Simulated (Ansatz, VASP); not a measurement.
# LaSi3Ir in two plane-wave programs, part 2 of 2

Aim: how closely do two programs agree when they are given the same cell, functional and k mesh?

VASP 6.6.1 and Ansatz 0.2.0.

So far: Starting point; Ansatz: relaxation of cell and atoms, r2SCAN.

## 3. VASP: relaxation of cell and atoms, r2SCAN

Level of this step: r2SCAN; plane waves and PAW (La, Si, Ir) (VASP).

The same cell, functional, mesh and smearing now go to VASP, with its own data sets and cutoff.

Lines of VASP's logs that name or quote its potential files are left out, and so is its time.

Contents of INCAR:

```
SYSTEM = LaSi3Ir
PREC = Accurate
ENCUT = 520
EDIFF = 1E-06
NELM = 100
ISMEAR = -1
SIGMA = 0.05
LREAL = .FALSE.
ALGO = Normal
METAGGA = R2SCAN
LASPH = .TRUE.
NBANDS = 22
LORBIT = 11
LWAVE = .FALSE.
LCHARG = .FALSE.
KPAR = 4
IBRION = 2
NSW = 60
ISIF = 3
EDIFFG = -0.01
```

Contents of POSCAR:

```
LaSi3Ir
1.0
   -2.1390000000      2.1390000000      4.9150000000
    2.1390000000     -2.1390000000      4.9150000000
    2.1390000000      2.1390000000     -4.9150000000
La Si Ir
1 3 1
Direct
    0.0000000000      0.0000000000      0.0000000000
    0.7615000000      0.2615000000      0.5000000000
    0.2615000000      0.7615000000      0.5000000000
    0.4112000000      0.4112000000      0.0000000000
    0.6553000000      0.6553000000      0.0000000000
```

Contents of KPOINTS:

```
Automatic mesh
0
Gamma
6 6 6
0 0 0
```

Potentials, in the order of the species: La, Si and Ir (PBE family, release 64).

The run is started by

```sh
$ mpirun -np 4 vasp_std
```

Numbers of over 12 decimals in the logs are rounded to 6 here.

The log of the run:

```text
[banner, memory and clock lines left out]
running    4 mpi-ranks, on    1 nodes
 distrk:  each k-point on    1 cores,    4 groups
 distr:  one band on    1 cores,    1 groups

 POSCAR found type information on POSCAR LaSiIr
 POSCAR found :  3 types and       5 ions
|                                                                             |
|               ----> ADVICE to this user running VASP <----                  |
|                                                                             |
|     You enforced a specific xc type in the INCAR file but a different       |
|     [... a line on the potential file left out ...]
|     I HOPE YOU KNOW WHAT YOU ARE DOING!                                     |
|                                                                             |

 LDA part: xc-table for (None), standard interpolation
 POSCAR, INCAR and KPOINTS ok, starting setup
 FFT: planning ... GRIDC
 FFT: planning ... GRID_SOFT
 FFT: planning ... GRID
 WAVECAR not read
 entering main loop
       N       E                     dE             d eps       ncg     rms          rms(c)
DAV:   1     0.163913890933E+03    0.16391E+03   -0.12609E+04  1328   0.188E+03
DAV:   2    -0.656954277727E+02   -0.22961E+03   -0.20273E+03  1552   0.316E+02
DAV:   3    -0.117034876378E+03   -0.51339E+02   -0.47916E+02  1988   0.140E+02
DAV:   4    -0.120338445207E+03   -0.33036E+01   -0.31577E+01  2440   0.397E+01
DAV:   5    -0.120519640950E+03   -0.18120E+00   -0.17820E+00  2002   0.843E+00    0.171E+01
DAV:   6    -0.113388530354E+03    0.71311E+01   -0.14428E+01  2248   0.315E+01    0.592E+00
DAV:   7    -0.112906146828E+03    0.48238E+00   -0.43998E+00  2224   0.210E+01    0.511E+00
DAV:   8    -0.112947320197E+03   -0.41173E-01   -0.62223E-01  2344   0.547E+00    0.163E+00
DAV:   9    -0.112922946991E+03    0.24373E-01   -0.26840E-01  2256   0.505E+00    0.778E-01
DAV:  10    -0.112924655459E+03   -0.17085E-02   -0.25402E-02  2112   0.132E+00    0.195E-01
DAV:  11    -0.112924654754E+03    0.70566E-06   -0.45076E-03  2296   0.495E-01    0.111E-01
DAV:  12    -0.112924813830E+03   -0.15908E-03   -0.70394E-04  2328   0.209E-01    0.302E-02
DAV:  13    -0.112924830155E+03   -0.16325E-04   -0.17056E-04  2442   0.108E-01    0.236E-02
DAV:  14    -0.112924832010E+03   -0.18550E-05   -0.74213E-05  2256   0.824E-02    0.729E-03
DAV:  15    -0.112924835886E+03   -0.38764E-05   -0.19631E-05  2384   0.233E-02    0.543E-03
DAV:  16    -0.112924850933E+03   -0.15047E-04   -0.65311E-06  1880   0.292E-02    0.458E-03
DAV:  17    -0.112924865069E+03   -0.14136E-04   -0.11168E-04  1888   0.939E-02    0.102E-02
DAV:  18    -0.112924850518E+03    0.14551E-04   -0.94343E-05  1888   0.901E-02    0.231E-03
DAV:  19    -0.112924851083E+03   -0.56489E-06   -0.83105E-06  2244   0.154E-02
   1 F= -.11292485E+03 E0= -.11291752E+03  d E =-.112925E+03
[... from here on, the cycles between the ionic steps are left out ...]
   2 F= -.11292519E+03 E0= -.11291782E+03  d E =-.338555E-03
   4 F= -.11293206E+03 E0= -.11292484E+03  d E =-.129896E-02
   5 F= -.11293206E+03 E0= -.11292485E+03  d E =-.130505E-02
   6 F= -.11293249E+03 E0= -.11292529E+03  d E =-.431503E-03
   7 F= -.11293255E+03 E0= -.11292534E+03  d E =-.484478E-03
   8 F= -.11293251E+03 E0= -.11292530E+03  d E =-.444030E-03
   9 F= -.11293256E+03 E0= -.11292536E+03  d E =-.497472E-03
  10 F= -.11293256E+03 E0= -.11292535E+03  d E =-.497393E-03
  11 F= -.11293265E+03 E0= -.11292543E+03  d E =-.932599E-04
  12 F= -.11293267E+03 E0= -.11292544E+03  d E =-.108949E-03
  13 F= -.11293271E+03 E0= -.11292547E+03  d E =-.147982E-03
  14 F= -.11293271E+03 E0= -.11292548E+03  d E =-.150502E-03
  15 F= -.11293270E+03 E0= -.11292546E+03  d E =0.121674E-04
 trial-energy change:    0.000012  1 .order    0.000017   -0.000063    0.000097
 step:   0.5240(harm=  0.4704)  dis= 0.00041  next Energy=  -112.932725 (dE=-0.141E-04)
 bond charge predicted
       N       E                     dE             d eps       ncg     rms          rms(c)
DAV:   1    -0.112932759997E+03   -0.61528E-04   -0.34966E-03  1756   0.535E-01    0.543E-02
DAV:   2    -0.112932738568E+03    0.21430E-04   -0.55870E-04  1976   0.278E-01    0.201E-02
DAV:   3    -0.112932730086E+03    0.84812E-05   -0.77146E-05  2376   0.105E-01    0.126E-02
DAV:   4    -0.112932732068E+03   -0.19815E-05   -0.84886E-05  1984   0.855E-02    0.718E-03
DAV:   5    -0.112932726352E+03    0.57163E-05   -0.67570E-05  2024   0.800E-02    0.260E-03
DAV:   6    -0.112932725937E+03    0.41422E-06   -0.28951E-06  1728   0.136E-02
  16 F= -.11293273E+03 E0= -.11292549E+03  d E =-.146797E-04
 curvature:  -0.31 expect dE=-0.931E-06 dE for cont linesearch -0.130E-06
 trial: gam= 0.00000 g(F)=  0.983E-06 g(S)=  0.198E-05 ort =-0.539E-05 (trialstep = 0.106E+01)
 search vector abs. value=  0.296E-05
 reached required accuracy - stopping structural energy minimisation
```

OUTCAR, selected parts (step 3):

```text
ion  position               nearest neighbor table
   1  0.000  0.000  0.000-   4 3.15   4 3.15   4 3.15   4 3.15   2 3.17   3 3.17   3 3.17   2 3.17
                             2 3.34   2 3.34   3 3.34   3 3.34   5 3.39   5 3.39   5 3.39   5 3.39
   2  0.761  0.261  0.500-   5 2.38   5 2.38   4 2.60   4 2.60   3 3.03   3 3.03   3 3.03   3 3.03
                             1 3.17   1 3.17   1 3.34   1 3.34
   3  0.261  0.761  0.500-   5 2.38   5 2.38   4 2.60   4 2.60   2 3.03   2 3.03   2 3.03   2 3.03
                             1 3.17   1 3.17   1 3.34   1 3.34
   4  0.411  0.411  0.000-   5 2.40   3 2.60   2 2.60   3 2.60   2 2.60   1 3.15   1 3.15   1 3.15
                             1 3.15
   5  0.655  0.655  0.000-   3 2.38   2 2.38   2 2.38   3 2.38   4 2.40   1 3.39   1 3.39   1 3.39
                             1 3.39   1 3.39

  LATTYP: Found a body centered tetragonal cell.
 ALAT       =     4.2780000000
 C/A-ratio  =     2.2978027115

 Subroutine GETGRP returns: Found  8 space group operations
 (whereof  8 operations were pure point group operations)

The static configuration has the point symmetry C_4v.

 Found     30 irreducible k-points:

   k-points           NKPTS =     30   k-points in BZ     NKDIM =     30   number of bands    NBANDS=     22

   dimension x,y,z NGX =    48 NGY =   48 NGZ =   48
   dimension x,y,z NGXF=    96 NGYF=   96 NGZF=   96

   ENCUT  =  520.0 eV  38.22 Ry    6.18 a.u.  10.73 10.73 10.73*2*pi/ulx,y,z

   NELECT =      32.0000    total number of electrons

 k-points in reciprocal lattice and weights: Automatic mesh
   0.00000000  0.00000000  0.00000000       0.005
   0.16666667  0.00000000 -0.00000000       0.037
   0.33333333  0.00000000  0.00000000       0.037
   0.50000000 -0.00000000  0.00000000       0.019
   0.16666667  0.16666667 -0.00000000       0.037
   0.33333333  0.16666667  0.00000000       0.074
   0.50000000  0.16666667  0.00000000       0.074
  -0.33333333  0.16666667 -0.00000000       0.074
  -0.16666667  0.16666667  0.00000000       0.019
[...]
-0.33333333 -0.33333333  0.33333333       0.009
   0.50000000  0.50000000  0.50000000       0.005

 average (electrostatic) potential at core
       1-100.0563       2 -83.1840       3 -83.1840       4 -82.8476       5 -53.8883

 E-fermi :   9.5585

 k-point     1 :       0.0000    0.0000    0.0000
  band No.  band energies     occupation
    ...
     13       6.6085      2.00000
     14       7.7623      2.00000
     15       7.7623      2.00000
     16       9.5187      1.37802
     17       9.5187      1.37801
     18      10.8361      0.00000
     19      11.6424      0.00000
     20      11.9584      0.00000
     21      12.1223      0.00000
     22      12.1223      0.00000

 k-point     2 :       0.1667    0.0000   -0.0000
  band No.  band energies     occupation
    ...
     13       6.6771      2.00000
     14       7.8076      2.00000
     15       7.9170      2.00000
     16       8.7704      2.00000
     17       9.0468      1.99993
     18      10.9219      0.00000
     19      11.7889      0.00000
     20      12.0436      0.00000
     21      12.1208      0.00000
     22      12.1786      0.00000

 k-point     3 :       0.3333    0.0000    0.0000
  band No.  band energies     occupation
    ...
     13       6.8364      2.00000
     14       7.4220      2.00000
     15       7.9143      2.00000
     16       8.5735      2.00000
     17       9.1744      1.99908
     18      11.1602      0.00000
     19      11.8668      0.00000
     20      12.1126      0.00000
     21      12.2002      0.00000
     22      12.2704      0.00000

  Total        0.0097271      0.0097271      0.0039878      0.0000000      0.0000000      0.0000000
  in kB        0.1718805      0.1718805      0.0704647      0.0000000      0.0000000      0.0000000
  external PRESSURE =       0.1380753 kB  Pullay stress =       0.0000000 kB

  energy-cutoff  :      520.00
  volume of cell :       90.67
      direct lattice vectors                 reciprocal lattice vectors
    -2.141763199  2.141763199  4.941563777     0.000000000  0.233452513  0.101182545
     2.141763199 -2.141763199  4.941563777     0.233452513  0.000000000  0.101182545
     2.141763199  2.141763199 -4.941563777     0.233452513  0.233452513  0.000000000

 POSITION                                       TOTAL-FORCE (eV/Angst)
 -----------------------------------------------------------------------------------
      0.00000      0.00000      9.86719        -0.000000     -0.000000      0.001546
      0.00000      2.14176      2.58941        -0.000000      0.000000     -0.001172
      2.14176      0.00000      2.58941         0.000000     -0.000000     -0.001172
      0.00000      0.00000      4.08231        -0.000000     -0.000000     -0.002333
      0.00000      0.00000      6.46405        -0.000000     -0.000000      0.003131
 -----------------------------------------------------------------------------------
    total drift:                               -0.000005     -0.000005     -0.002816

  FREE ENERGIE OF THE ION-ELECTRON SYSTEM (eV)
  ---------------------------------------------------
  free  energy   TOTEN  =      -112.9327259374 eV

  energy  without entropy=     -112.9182555646  energy(sigma->0) =     -112.92549075

 reached required accuracy - stopping structural energy minimisation

 total charge
# of ion       s       p       d       f       tot
--------------------------------------------------
    1        1.986   5.681   0.723   0.163   8.553
    2        0.764   0.849   0.000   0.000   1.613
    3        0.764   0.849   0.000   0.000   1.613
    4        0.764   0.892   0.000   0.000   1.656
    5        0.725   0.796   7.227   0.000   8.748
--------------------------------------------------
tot          5.003   9.067   7.949   0.163  22.183

[... 3 further parts left out ...]
```

CONTCAR:

```
LaSi3Ir
   1.00000000000000
    -2.1417631985527570    2.1417631985527570    4.9415637773640144
     2.1417631985527570   -2.1417631985527570    4.9415637773640144
     2.1417631985527570    2.1417631985527570   -4.9415637773640144
  La              Si              Ir
     1     3     1
Direct
     0.9983872267567450    0.9983872267567450    0.0000000000000000
     0.7620029206749204    0.2620029206749204    0.5000000000000000
     0.2620029206749204    0.7620029206749204    0.5000000000000000
     0.4130581933853960    0.4130581933853960    0.0000000000000000
     0.6540487385080123    0.6540487385080123    0.0000000000000000
```

The run keeps the 8 symmetry operations of its start, so it cannot find a distortion of lower symmetry.

## 4. Comparison

Known differences besides the potentials themselves: VASP keeps PBE cores, Ansatz makes them for the functional; both relaxations stop at a tolerance, which leaves soft axes loose, and VASP keeps its plane-wave basis; the data sets hold 40 valence electrons in Ansatz (default PAW (the set named soft_2) files) and 32 in VASP; the cutoff is 500 eV in Ansatz and 520 eV in VASP; Ansatz adds a Pulay correction to the stress that steers its cell, VASP none. Total energies have different zeros and are not compared.

Both answers:

```tsv
quantity	Ansatz	VASP	difference
volume (Å³)	90.65	90.67	-0.02 %
edge a after relaxation, in the typed setting (Å)	5.794	5.796	-0.03 %
```

The walks stopped with 0.01 GPa left in Ansatz and 0.01 GPa in VASP; each walk ends within a tolerance, so the volume difference is uncertain by about these residues over the bulk modulus, most in soft cells.

## 5. Outcome

* difference in edge a after relaxation, in the typed setting (relaxation of cell and atoms, r2SCAN): -0.029 %

In words: The difference in edge a after relaxation, in the typed setting is -0.029 % (relaxation of cell and atoms, r2SCAN), within the 1.2 % picked in this series as the mark of a large difference, as far as the stopping tolerances let one tell. How closely two codes agree says nothing of how well the functional describes the real material.

[Lines on the potential files, build, host, timing and source positions are cut from VASP's logs without a mark.]

[Logs are printed without paths, hosts, clocks, repeated set-up lines and the standing remarks that a program may print on its own settings, such as how far it seeks lower states.]

[Hosts, paths, dates, database ids (printed as entryN), source tags and the programs' standing remarks are cut or masked in the printed files.]
